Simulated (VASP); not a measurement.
# In (I4/mmm) in VASP: electric field gradients with PBEsol

Aim: the electric field gradients of In with PBEsol.

Program: VASP 6.6.1. These are calculated values, not measurements. Logs are shortened: lines on timing, memory, paths and dates and some standing lists are left out, and cuts for length are marked.

## 1. Starting point

Symmetry: I4/mmm, No. 139, tetragonal system. The conventional cell has a = 3.251 Å, b = 3.251 Å, c = 4.947 Å, α = 90.00°, β = 90.00°, γ = 90.00°. In (site symmetry 4/mmm) has 12 In at 3.25 to 3.38 Å as nearest neighbours.

## 2. Electric field gradients, PBEsol

File INCAR:

```
SYSTEM = In
  ALGO = Normal
  EDIFF = 1E-7
  ENCUT = 520
  GGA = PS
  ISIF = 2
  ISMEAR = -1
  LASPH = .True.
  LCHARG = .False.
  LEFG = .True.
  LREAL = .False.
  LWAVE = .False.
  NELM = 100
  PREC = Accurate
  SIGMA = 0.05
```

File KPOINTS:

```
k-points
0
Gamma
  14 14 14
  0 0 0
```

File POSCAR:

```
In
1.0
   -1.6254700000      1.6254700000      2.4737000000
    1.6254700000     -1.6254700000      2.4737000000
    1.6254700000      1.6254700000     -2.4737000000
In
1
Direct
    0.0000000000      0.0000000000      0.0000000000
```

Potentials or basis: VASP PAW PBE potentials, release 64 (In_d).

Started as:

```sh
$ cat potpaw_PBE.64/In_d/POTCAR > POTCAR
$ mpirun -np 1 vasp_std > vasp.out
```

OUTCAR:

```text
SYSTEM = In
   EDIFF = 1E-7
   ENCUT = 520
   GGA = PS
   ISIF = 2
   ISMEAR = -1
   LASPH = .True.
   LREAL = .False.
   NELM = 100
   PREC = Accurate

 ion  position               nearest neighbor table
   1  0.000  0.000  0.000-

  LATTYP: Found a body centered tetragonal cell.
 ALAT       =     3.2509400000
 C/A-ratio  =     1.5218367611

  Lattice vectors:

 A1 = (  -1.6254700000,   1.6254700000,   2.4737000000)
 A2 = (   1.6254700000,  -1.6254700000,   2.4737000000)
 A3 = (   1.6254700000,   1.6254700000,  -2.4737000000)

Analysis of symmetry for initial positions (statically):
=====================================================================
 Subroutine PRICEL returns:
 Original cell was already a primitive cell.

 Routine SETGRP: Setting up the symmetry group for a
 body centered tetragonal supercell.

 Subroutine GETGRP returns: Found 16 space group operations
 (whereof 16 operations were pure point group operations)
 out of a pool of 16 trial point group operations.

The static configuration has the point symmetry D_4h.

Analysis of symmetry for dynamics (positions and initial velocities):
=====================================================================
 Subroutine PRICEL returns:
 Original cell was already a primitive cell.

 Routine SETGRP: Setting up the symmetry group for a
 body centered tetragonal supercell.

 Subroutine GETGRP returns: Found 16 space group operations
 (whereof 16 operations were pure point group operations)
 out of a pool of 16 trial point group operations.

The dynamic configuration has the point symmetry D_4h.

 Subroutine INISYM returns: Found 16 space group operations
 (whereof 16 operations are pure point group operations),
 and found     1 'primitive' translations

----------------------------------------------------------------------------------------

                                     Primitive cell

  volume of cell :      26.1436

  direct lattice vectors                    reciprocal lattice vectors
    -1.625470000  1.625470000  2.473700000     0.000000000  0.307603339  0.202126369
     1.625470000 -1.625470000  2.473700000     0.307603339  0.000000000  0.202126369
     1.625470000  1.625470000 -2.473700000     0.307603339  0.307603339  0.000000000

  length of vectors
     3.376906444  3.376906444  3.376906444     0.368069129  0.368069129  0.435016814

  position of ions in fractional coordinates (direct lattice)
     0.000000000  0.000000000  0.000000000

  ion indices of the primitive-cell ions
   primitive index   ion index
                 1           1

----------------------------------------------------------------------------------------

 KPOINTS: k-points

Automatic generation of k-mesh.
 Grid dimensions read from file:
 generate k-points for:   14   14   14

 Generating k-lattice:

  Cartesian coordinates                     Fractional coordinates (reciprocal lattice)
     0.000000000  0.021971667  0.014437598     0.071428571  0.000000000 -0.000000000
     0.021971667  0.000000000  0.014437598     0.000000000  0.071428571 -0.000000000
     0.021971667  0.021971667  0.000000000     0.000000000  0.000000000  0.071428571

  Length of vectors
     0.026290652  0.026290652  0.031072630

  Shift w.r.t. Gamma in fractional coordinates (k-lattice)
     0.000000000  0.000000000  0.000000000

 Subroutine IBZKPT returns following result:
 ===========================================

 Found    244 irreducible k-points:

 Following reciprocal coordinates:
            Coordinates               Weight
  0.000000  0.000000  0.000000      1.000000
  0.071429  0.000000  0.000000      8.000000
  0.142857  0.000000 -0.000000      8.000000
  0.214286  0.000000 -0.000000      8.000000
  0.285714  0.000000  0.000000      8.000000
  0.357143  0.000000 -0.000000      8.000000
[... 16 lines left out ...]
  0.214286  0.142857 -0.000000     16.000000
  0.285714  0.142857 -0.000000     16.000000
 [... further k-points ...]
   k-points           NKPTS =    244   k-points in BZ     NKDIM =    244   number of bands    NBANDS=     10
   number of dos      NEDOS =    301   number of ions     NIONS =      1
   total plane-waves  NPLWV =  21952
   dimension x,y,z NGX =    28 NGY =   28 NGZ =   28
   dimension x,y,z NGXF=    56 NGYF=   56 NGZF=   56
   ions per type =               1
   NGX,Y,Z   is equivalent  to a cutoff of  13.78, 13.78, 13.78 a.u.
   NGXF,Y,Z  is equivalent  to a cutoff of  27.57, 27.57, 27.57 a.u.
 SYSTEM =  In
   PREC   = accura    normal or accurate (medium, high low for compatibility)
   ISTART =      0    job   : 0-new  1-cont  2-samecut
   ICHARG =      2    charge: 1-file 2-atom 10-const
   ISPIN  =      1    spin polarized calculation?
   LNONCOLLINEAR =      F non collinear calculations
   LSORBIT =      F    spin-orbit coupling
   LASPH  =      T    aspherical Exc in radial PAW
   ENCUT  =  520.0 eV  38.22 Ry    6.18 a.u.   6.28  6.28  6.28*2*pi/ulx,y,z
   NELM   =    100;   NELMIN=  2; NELMDL= -5     # of ELM steps
   EDIFF  = 0.1E-06   stopping-criterion for ELM
   LREAL  =      F    real-space projection
   EDIFFG = 0.1E-05   stopping-criterion for IOM
   NSW    =      0    number of steps for IOM
   IBRION =     -1    ionic relax: 0-MD 1-quasi-New 2-CG
   NFREE  =      0    steps in history (QN), initial steepest desc. (CG)
   ISIF   =      2    stress and relaxation
   ISYM   =      2    0-nonsym 1-usesym 2-fastsym
   POTIM  = 0.5000    time-step for ionic-motion
   TEBEG  =    0.0;   TEEND  =   0.0 temperature during run
   PSTRESS=    0.0 pullay stress
   NELECT =      13.0000    total number of electrons
   NUPDOWN=      -1.0000    fix difference up-down
   EMIN   =  10.00;   EMAX   =-10.00  energy-range for DOS
   EFERMI =   0.00;   METHOD = LEGACY
   ISMEAR =    -1;   SIGMA  =   0.05  broadening in eV -4-tet -1-fermi 0-gaus
   EFERMI_NEDOS =   21; number of points for ismear=-14 and -15
   IALGO  =     38    algorithm
   IMIX   =      4    mixing-type and parameters
     AMIX     =   0.40;   BMIX     =  1.00
     AMIX_MAG =   1.60;   BMIX_MAG =  1.00
  volume/ion in A,a.u.               =      26.14       176.43
  Fermi-wavevector in a.u.,A,eV,Ry     =   1.296983  2.450943 22.887245  1.682165
  Thomas-Fermi vector in A             =   2.428405
   LORBIT       =      0    0 simple, 1 ext, 2 COOP (PROOUT), +10 PAW based schemes
   GGA     = PS    functional components
   LHFCALC =     F    Hartree Fock is set to
   AEXX    =    0.0000 exact exchange contribution
   IVDW    =     0    specifies the selected vdW correction
   LEPSILON=     F    determine dielectric tensor
   LRPA    =     F    only Hartree local field effects (RPA)
 non-spin polarized calculation
  energy-cutoff  :      520.00
  volume of cell :       26.14
 maximum number of plane-waves:       720
 NGX is ok and might be reduce to    28
   NGX = 13   NGY = 13   NGZ = 13

 number of electron      13.0000006 magnetization

 Free energy of the ion-electron system (eV)
  ---------------------------------------------------
  ext. energy  EPLUGINS =         0.00000000
  ---------------------------------------------------
  free energy    TOTEN  =        -2.98656939 eV

  energy without entropy =       -2.98315893  energy(sigma->0) =       -2.98486416

 E-fermi :   7.3909     XC(G=0): -10.4088

 val. band max:        7.3756759131   @ k =  -0.3571   0.4286   0.2857
 cond. band min:       7.3917202256   @ k =   0.2857   0.2143   0.0714
 fundamental gap:      0.0160443125
 Fermi energy:         7.3908543655

 k-point     1 :       0.0000    0.0000    0.0000
  band No.  band energies     occupation
      1      -7.2537      2.00000
      2      -7.1482      2.00000
      3      -7.1482      2.00000
      4      -7.0659      2.00000
      5      -6.9593      2.00000
      6      -2.2072      2.00000
      7      17.8853      0.00000
      8      17.8853      0.00000
      9      18.0538      0.00000
     10      18.9498      0.00000

 k-point     2 :       0.0714    0.0000    0.0000
  band No.  band energies     occupation
      1      -7.2455      2.00000
      2      -7.1487      2.00000
      3      -7.1400      2.00000
      4      -7.0644      2.00000
      5      -6.9626      2.00000
      6      -2.0953      2.00000
      7      16.5351      0.00000
      8      17.7170      0.00000
      9      17.7453      0.00000
     10      18.7764      0.00000
[... 274 lines left out ...]
 k-point    24 :       0.2857    0.1429   -0.0000
  band No.  band energies     occupation
      1      -7.1950      2.00000
      2      -7.1668      2.00000
      3      -7.1000      2.00000
      4      -6.9728      2.00000
      5      -6.9198      2.00000
      6       0.6343      2.00000
      7       8.4467      0.00000
      8      12.6240      0.00000
      9      15.5088      0.00000
     10      18.2888      0.00000

 [... further k-points ...]

------------------------ aborting loop because EDIFF is reached ----------------------------------------

  FORCE on cell =-STRESS in cart. coord.  units (eV):
  Direction    XX          YY          ZZ          XY          YZ          ZX
  --------------------------------------------------------------------------------------
  -------------------------------------------------------------------------------------
  Total       -0.1900695     -0.1900695     -0.1341188      0.0000000     -0.0000000      0.0000000
  in kB      -11.6481796    -11.6481796     -8.2193059      0.0000000     -0.0000000      0.0000000
  external PRESSURE =     -10.5052217 kB  Pullay stress =       0.0000000 kB

 VOLUME and BASIS-vectors are now :
 -----------------------------------------------------------------------------
  energy-cutoff  :      520.00
  volume of cell :       26.14
      direct lattice vectors                 reciprocal lattice vectors
    -1.625470000  1.625470000  2.473700000     0.000000000  0.307603339  0.202126369
     1.625470000 -1.625470000  2.473700000     0.307603339  0.000000000  0.202126369
     1.625470000  1.625470000 -2.473700000     0.307603339  0.307603339  0.000000000

 POSITION                                       TOTAL-FORCE (eV/Angst)
 -----------------------------------------------------------------------------------
      0.00000      0.00000      0.00000         0.000000      0.000000     -0.000000
 -----------------------------------------------------------------------------------
    total drift:                               -0.000000     -0.000000     -0.000000

  FREE ENERGIE OF THE ION-ELECTRON SYSTEM (eV)
  ---------------------------------------------------
  free  energy   TOTEN  =        -2.9865693950 eV

  energy  without entropy=       -2.9831589323  energy(sigma->0) =       -2.98486416

 Electric field gradients (V/A^2)
---------------------------------------------------------------------
 ion       V_xx      V_yy      V_zz      V_xy      V_xz      V_yz
---------------------------------------------------------------------
   1     -10.718   -10.718    21.435    -0.000     0.001     0.001
---------------------------------------------------------------------

 Electric field gradients after diagonalization (V/A^2)
 (convention: |V_zz| > |V_xx| > |V_yy|)
----------------------------------------------------------------------
 ion       V_xx      V_yy      V_zz     asymmetry (V_yy - V_xx)/ V_zz
----------------------------------------------------------------------
   1     -10.718   -10.717    21.435       0.000
----------------------------------------------------------------------

           NMR quadrupolar parameters

 Cq : quadrupolar parameter    Cq=e*Q*V_zz/h
 eta: asymmetry parameters     (V_yy - V_xx)/ V_zz
 Q  : nuclear electric quadrupole moment in mb (millibarn)
----------------------------------------------------------------------
 ion       Cq(MHz)       eta       Q (mb)
----------------------------------------------------------------------
   1       0.052       0.000       1.000
----------------------------------------------------------------------
```

Run time: 44 s. Hardware: 1 thread of Intel Xeon Platinum 8488C (Sapphire Rapids), shared host; peak memory 0.2 GiB.

What came out:

```yaml
Free_energy: -2.9866 eV
Pressure: -1.1 GPa
Band_gap_on_the_k_mesh: none (metal or under the smearing width)
```

Stress tensor (GPa, compression positive):
```
-1.16  0.00  0.00
 0.00 -1.16  0.00
 0.00  0.00 -0.82
```

Electric field gradients, principal values (V/Å²):
```tsv
atom	Vxx	Vyy	Vzz
1 In	-10.717	-10.718	21.435
```

Caveat: the PAW data sets were made with another functional, which shifts forces and pressure a little.
